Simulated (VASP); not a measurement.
# SnSe2 (P-3m1) in VASP: single point with r2SCAN

Aim: the single point of SnSe2 with r2SCAN.

All numbers are computed with VASP 6.6.1; they aren't measurements. Logs are shortened: lines on timing, memory, paths and dates and some standing lists are left out, and cuts for length are marked.

### 1 The crystal as given

Symmetry: P-3m1, No. 164, trigonal system. The conventional cell has a = 3.811 Å, b = 3.811 Å, c = 6.137 Å, α = 90.00°, β = 90.00°, γ = 120.00°. Around Sn (site symmetry -3m) lie 6 Se at 2.68 Å. Se (site symmetry 3m) has 3 Sn at 2.68 Å as nearest neighbours.

### 2 Single point, r2SCAN

Input file POSCAR:

```
SnSe2
1.0
    3.8109987816      0.0000000000      0.0000000000
   -1.9054993908      3.3004217586      0.0000000000
    0.0000000000      0.0000000000      6.1370000000
Sn Se
1 2
Direct
    0.0000000000      0.0000000000      0.0000000000
    0.3333333333      0.6666666667      0.2500000000
    0.6666666667      0.3333333333      0.7500000000
```

Input file INCAR.step1:

```
PREC     = Accurate       # precision mode
ENCUT    = 520            # plane-wave cutoff, eV
ISMEAR   = 0              # smearing method
SIGMA    = 0.05           # smearing width, eV
LREAL    = False          # projectors in reciprocal space
LASPH    = True           # aspherical terms in the spheres
NELM     = 100            # most SCF steps
NBANDS   = 20             # bands
GGA      = PE             # functional
ALGO     = Normal         # electronic algorithm
EDIFF    = 1E-4           # SCF threshold, eV
LWAVE    = True           # write WAVECAR
LCHARG   = False          # write CHGCAR
```

Input file INCAR.step2:

```
PREC     = Accurate       # precision mode
ENCUT    = 520            # plane-wave cutoff, eV
EDIFF    = 1E-7           # SCF threshold, eV
ISMEAR   = 0              # smearing method
SIGMA    = 0.05           # smearing width, eV
LREAL    = False          # projectors in reciprocal space
LASPH    = True           # aspherical terms in the spheres
NELM     = 100            # most SCF steps
ALGO     = Normal         # electronic algorithm
ISIF     = 2              # what is computed and relaxed
LWAVE    = False          # write WAVECAR
LCHARG   = True           # write CHGCAR
METAGGA  = R2SCAN         # meta-GGA
LMIXTAU  = True         
LELF     = True           # ELF
LVHAR    = True         
NBANDS   = 20             # bands
ISTART   = 1
```

Input file KPOINTS:

```
regular mesh
0
Gamma
  9 9 6
```

Potentials or basis: VASP PAW PBE potentials, release 64 (Sn_d, Se).

Started as:

```
cat potpaw_PBE.64/Sn_d/POTCAR potpaw_PBE.64/Se/POTCAR > POTCAR
cp INCAR.step1 INCAR
mpirun -np 1 vasp_std > vasp.out
cp INCAR.step2 INCAR
mpirun -np 1 vasp_std > vasp.out
```

OUTCAR:

```text
PREC = Accurate
   ENCUT = 520
   EDIFF = 1E-7
   ISMEAR = 0
   LREAL = False
   LASPH = True
   NELM = 100
   ISIF = 2
   METAGGA = R2SCAN
   ISTART = 1

 ion  position               nearest neighbor table
   1  0.000  0.000  0.000-   2 2.68   3 2.68   2 2.68   3 2.68   3 2.68   2 2.68
   2  0.333  0.667  0.250-   1 2.68   1 2.68   1 2.68
   3  0.667  0.333  0.750-   1 2.68   1 2.68   1 2.68

  LATTYP: Found a hexagonal cell.
 ALAT       =     3.8109987816
 C/A-ratio  =     1.6103390087

  Lattice vectors:

 A1 = (   3.8109987816,   0.0000000000,   0.0000000000)
 A2 = (  -1.9054993908,   3.3004217586,   0.0000000000)
 A3 = (   0.0000000000,   0.0000000000,   6.1370000000)

Analysis of symmetry for initial positions (statically):
=====================================================================
 Subroutine PRICEL returns:
 Original cell was already a primitive cell.

 Routine SETGRP: Setting up the symmetry group for a
 hexagonal supercell.

 Subroutine GETGRP returns: Found 12 space group operations
 (whereof 12 operations were pure point group operations)
 out of a pool of 24 trial point group operations.

The static configuration has the point symmetry D_3d.

Analysis of symmetry for dynamics (positions and initial velocities):
=====================================================================
 Subroutine PRICEL returns:
 Original cell was already a primitive cell.

 Routine SETGRP: Setting up the symmetry group for a
 hexagonal supercell.

 Subroutine GETGRP returns: Found 12 space group operations
 (whereof 12 operations were pure point group operations)
 out of a pool of 24 trial point group operations.

The dynamic configuration has the point symmetry D_3d.

 Subroutine INISYM returns: Found 12 space group operations
 (whereof 12 operations are pure point group operations),
 and found     1 'primitive' translations

----------------------------------------------------------------------------------------

                                     Primitive cell

  volume of cell :      77.1906

  direct lattice vectors                    reciprocal lattice vectors
     3.810998782  0.000000000  0.000000000     0.262398405  0.151495789  0.000000000
    -1.905499391  3.300421759  0.000000000     0.000000000  0.302991579  0.000000000
     0.000000000  0.000000000  6.137000000     0.000000000  0.000000000  0.162946065

  length of vectors
     3.810998782  3.810998782  6.137000000     0.302991579  0.302991579  0.162946065

  position of ions in fractional coordinates (direct lattice)
     0.000000000  0.000000000  0.000000000
     0.333333333  0.666666667  0.250000000
     0.666666667  0.333333333  0.750000000

  ion indices of the primitive-cell ions
   primitive index   ion index
                 1           1
                 2           2
                 3           3

----------------------------------------------------------------------------------------

 KPOINTS: regular mesh

Automatic generation of k-mesh.
 Grid dimensions read from file:
 generate k-points for:    9    9    6

 Generating k-lattice:

  Cartesian coordinates                     Fractional coordinates (reciprocal lattice)
     0.029155378  0.016832865  0.000000000     0.111111111 -0.000000000  0.000000000
     0.000000000  0.033665731  0.000000000     0.000000000  0.111111111  0.000000000
     0.000000000  0.000000000  0.027157677     0.000000000  0.000000000  0.166666667

  Length of vectors
     0.033665731  0.033665731  0.027157677

  Shift w.r.t. Gamma in fractional coordinates (k-lattice)
     0.000000000  0.000000000  0.000000000

 Subroutine IBZKPT returns following result:
 ===========================================

 Found     62 irreducible k-points:

 Following reciprocal coordinates:
            Coordinates               Weight
  0.000000  0.000000  0.000000      1.000000
  0.111111  0.000000  0.000000      6.000000
  0.222222  0.000000  0.000000      6.000000
  0.333333 -0.000000  0.000000      6.000000
  0.444444  0.000000  0.000000      6.000000
  0.111111  0.111111  0.000000      6.000000
[... 16 lines left out ...]
  0.222222  0.111111  0.166667     12.000000
 -0.111111  0.333333  0.166667     12.000000
 [... further k-points ...]
   k-points           NKPTS =     62   k-points in BZ     NKDIM =     62   number of bands    NBANDS=     20
   number of dos      NEDOS =    301   number of ions     NIONS =      3
   total plane-waves  NPLWV =  37632
   dimension x,y,z NGX =    28 NGY =   28 NGZ =   48
   dimension x,y,z NGXF=    56 NGYF=   56 NGZF=   96
   ions per type =               1   2
   NGX,Y,Z   is equivalent  to a cutoff of  12.21, 12.21, 13.00 a.u.
   NGXF,Y,Z  is equivalent  to a cutoff of  24.43, 24.43, 26.01 a.u.
 SYSTEM =  unknown system
   PREC   = accura    normal or accurate (medium, high low for compatibility)
   ISTART =      1    job   : 0-new  1-cont  2-samecut
   ICHARG =      0    charge: 1-file 2-atom 10-const
   ISPIN  =      1    spin polarized calculation?
   LNONCOLLINEAR =      F non collinear calculations
   LSORBIT =      F    spin-orbit coupling
   LASPH  =      T    aspherical Exc in radial PAW
   ENCUT  =  520.0 eV  38.22 Ry    6.18 a.u.   7.09  7.09 11.41*2*pi/ulx,y,z
   NELM   =    100;   NELMIN=  2; NELMDL=  0     # of ELM steps
   EDIFF  = 0.1E-06   stopping-criterion for ELM
   LREAL  =      F    real-space projection
   EDIFFG = 0.1E-05   stopping-criterion for IOM
   NSW    =      0    number of steps for IOM
   IBRION =     -1    ionic relax: 0-MD 1-quasi-New 2-CG
   NFREE  =      0    steps in history (QN), initial steepest desc. (CG)
   ISIF   =      2    stress and relaxation
   ISYM   =      2    0-nonsym 1-usesym 2-fastsym
   POTIM  = 0.5000    time-step for ionic-motion
   TEBEG  =    0.0;   TEEND  =   0.0 temperature during run
   PSTRESS=    0.0 pullay stress
   NELECT =      26.0000    total number of electrons
   NUPDOWN=      -1.0000    fix difference up-down
   EMIN   =  10.00;   EMAX   =-10.00  energy-range for DOS
   EFERMI =   0.00;   METHOD = LEGACY
   ISMEAR =     0;   SIGMA  =   0.05  broadening in eV -4-tet -1-fermi 0-gaus
   EFERMI_NEDOS =   21; number of points for ismear=-14 and -15
   IALGO  =     38    algorithm
   IMIX   =      4    mixing-type and parameters
     AMIX     =   0.40;   BMIX     =  1.00
     AMIX_MAG =   1.60;   BMIX_MAG =  1.00
  volume/ion in A,a.u.               =      25.73       173.64
  Fermi-wavevector in a.u.,A,eV,Ry     =   1.139054  2.152501 17.652812  1.297445
  Thomas-Fermi vector in A             =   2.275758
   LORBIT       =      0    0 simple, 1 ext, 2 COOP (PROOUT), +10 PAW based schemes
   METAGGA = R2SCAN    functional components
   LHFCALC =     F    Hartree Fock is set to
   AEXX    =    0.0000 exact exchange contribution
   IVDW    =     0    specifies the selected vdW correction
   LEPSILON=     F    determine dielectric tensor
   LRPA    =     F    only Hartree local field effects (RPA)
 non-spin polarized calculation
 Gauss-broadening in eV      SIGMA  =   0.05
  energy-cutoff  :      520.00
  volume of cell :       77.19
 maximum number of plane-waves:      2109
   NGX = 15   NGY = 15   NGZ = 23

 number of electron      26.0000006 magnetization

 Free energy of the ion-electron system (eV)
  ---------------------------------------------------
  ext. energy  EPLUGINS =         0.00000000
  ---------------------------------------------------
  free energy    TOTEN  =       -54.59129220 eV

  energy without entropy =      -54.59129220  energy(sigma->0) =      -54.59129220

 E-fermi :   4.1121     XC(G=0): -10.0108

 val. band max:        3.8913813367   @ k =   0.1111   0.1111   0.0000
 cond. band min:       4.8873483172   @ k =   0.0000   0.4444   0.3333
 fundamental gap:      0.9959669806
 Fermi energy:         4.1121213016

 k-point     1 :       0.0000    0.0000    0.0000
  band No.  band energies     occupation
      1     -18.0413      2.00000
      2     -18.0412      2.00000
      3     -17.9813      2.00000
      4     -17.9698      2.00000
      5     -17.9697      2.00000
      6     -10.6109      2.00000
[... 12 lines left out ...]
     19      13.4061      0.00000
     20      13.4061      0.00000

 k-point     2 :       0.1111    0.0000    0.0000
  band No.  band energies     occupation
      1     -18.0486      2.00000
      2     -18.0373      2.00000
      3     -17.9779      2.00000
      4     -17.9719      2.00000
      5     -17.9684      2.00000
      6     -10.4824      2.00000
[... 12 lines left out ...]
     19      12.9535      0.00000
     20      13.5581      0.00000

 k-point     3 :       0.2222    0.0000    0.0000
  band No.  band energies     occupation
      1     -18.0685      2.00000
      2     -18.0291      2.00000
      3     -17.9803      2.00000
      4     -17.9653      2.00000
      5     -17.9630      2.00000
      6     -10.1120      2.00000
[... 12 lines left out ...]
     19      12.5946      0.00000
     20      13.9330      0.00000

 k-point     4 :       0.3333   -0.0000    0.0000
  band No.  band energies     occupation
      1     -18.0922      2.00000
      2     -18.0232      2.00000
      3     -17.9869      2.00000
      4     -17.9534      2.00000
      5     -17.9527      2.00000
      6      -9.5606      2.00000
[... 12 lines left out ...]
     19      13.4689      0.00000
     20      14.3876      0.00000

 k-point     5 :       0.4444    0.0000    0.0000
  band No.  band energies     occupation
      1     -18.1079      2.00000
      2     -18.0211      2.00000
      3     -17.9910      2.00000
      4     -17.9452      2.00000
      5     -17.9444      2.00000
      6      -9.0105      2.00000
[... 12 lines left out ...]
     19      14.4287      0.00000
     20      15.1518      0.00000

 k-point     6 :       0.1111    0.1111    0.0000
  band No.  band energies     occupation
      1     -18.0606      2.00000
      2     -18.0332      2.00000
      3     -17.9757      2.00000
      4     -17.9730      2.00000
      5     -17.9632      2.00000
      6     -10.2324      2.00000
[... 12 lines left out ...]
     19      12.2059      0.00000
     20      13.9626      0.00000

 k-point     7 :       0.2222    0.1111    0.0000
  band No.  band energies     occupation
      1     -18.0793      2.00000
      2     -18.0296      2.00000
      3     -17.9811      2.00000
      4     -17.9654      2.00000
      5     -17.9523      2.00000
      6      -9.7666      2.00000
[... 12 lines left out ...]
     19      12.0183      0.00000
     20      14.5613      0.00000
[... 277 lines left out ...]
 k-point    20 :       0.4444    0.0000    0.1667
  band No.  band energies     occupation
      1     -18.1079      2.00000
      2     -18.0211      2.00000
      3     -17.9910      2.00000
      4     -17.9452      2.00000
      5     -17.9444      2.00000
      6      -8.9855      2.00000
[... 12 lines left out ...]
     19      14.5030      0.00000
     20      15.7029      0.00000

 k-point    21 :       0.0000    0.4444    0.1667
  band No.  band energies     occupation
      1     -18.1079      2.00000
      2     -18.0211      2.00000
      3     -17.9910      2.00000
      4     -17.9452      2.00000
      5     -17.9444      2.00000
      6      -8.9861      2.00000
[... 12 lines left out ...]
     19      13.7869      0.00000
     20      15.2880      0.00000

 k-point    22 :       0.1111    0.1111    0.1667
  band No.  band energies     occupation
      1     -18.0606      2.00000
      2     -18.0332      2.00000
      3     -17.9757      2.00000
      4     -17.9730      2.00000
      5     -17.9632      2.00000
      6     -10.1943      2.00000
[... 12 lines left out ...]
     19      12.5179      0.00000
     20      13.3005      0.00000

 k-point    23 :       0.2222    0.1111    0.1667
  band No.  band energies     occupation
      1     -18.0793      2.00000
      2     -18.0296      2.00000
      3     -17.9811      2.00000
      4     -17.9654      2.00000
      5     -17.9523      2.00000
      6      -9.7317      2.00000
[... 12 lines left out ...]
     19      12.4137      0.00000
     20      14.1397      0.00000

 k-point    24 :      -0.1111    0.3333    0.1667
  band No.  band energies     occupation
      1     -18.0794      2.00000
      2     -18.0296      2.00000
      3     -17.9811      2.00000
      4     -17.9655      2.00000
      5     -17.9523      2.00000
      6      -9.7310      2.00000
[... 12 lines left out ...]
     19      11.8445      0.00000
     20      13.9430      0.00000

 [... further k-points ...]
[... 5 lines left out ...]
  --------------------------------------------------------------------------------------
  -------------------------------------------------------------------------------------
  Total        1.4201714      1.4201714      2.0394197     -0.0000000      0.0000000      0.0000000
  in kB       29.4772495     29.4772495     42.3304437     -0.0000000      0.0000000      0.0000000
  external PRESSURE =      33.7616476 kB  Pullay stress =       0.0000000 kB

 VOLUME and BASIS-vectors are now :
 -----------------------------------------------------------------------------
  energy-cutoff  :      520.00
  volume of cell :       77.19
      direct lattice vectors                 reciprocal lattice vectors
     3.810998782  0.000000000  0.000000000     0.262398405  0.151495789  0.000000000
    -1.905499391  3.300421759  0.000000000     0.000000000  0.302991579  0.000000000
     0.000000000  0.000000000  6.137000000     0.000000000  0.000000000  0.162946065

 POSITION                                       TOTAL-FORCE (eV/Angst)
 -----------------------------------------------------------------------------------
      0.00000      0.00000      0.00000         0.000000      0.000000      0.000000
     -0.00000      2.20028      1.53425         0.000000      0.000000      0.461000
      1.90550      1.10014      4.60275        -0.000000     -0.000000     -0.461000
 -----------------------------------------------------------------------------------
    total drift:                               -0.000000     -0.000000     -0.000000

  FREE ENERGIE OF THE ION-ELECTRON SYSTEM (eV)
  ---------------------------------------------------
  free  energy   TOTEN  =       -54.5912922049 eV

  energy  without entropy=      -54.5912922049  energy(sigma->0) =      -54.59129220
```

It took 6.7 min on 1 thread of AMD EPYC 7R43 (Zen 3), shared host; peak memory 0.22 GiB.

Results:

```
Free energy            : -54.5913 eV
Pressure               : 3.4 GPa
Largest force          : 0.461 eV/Å
Band gap on the k mesh : 1.00 eV, indirect (least direct gap 1.53 eV)
```

Forces on the atoms (eV/Å):
```
Sn   0.000  0.000  0.000
Se   0.000  0.000  0.461
Se   0.000  0.000 -0.461
```

Caveat: the PAW data sets were made with another functional, which shifts forces and pressure a little; spin-orbit coupling is left out, which moves the levels of the heavy elements; an odd mesh through Γ misses points on the zone boundary, where band edges often lie; the cell's inner coordinates are idealised or old, which leaves forces on the atoms.
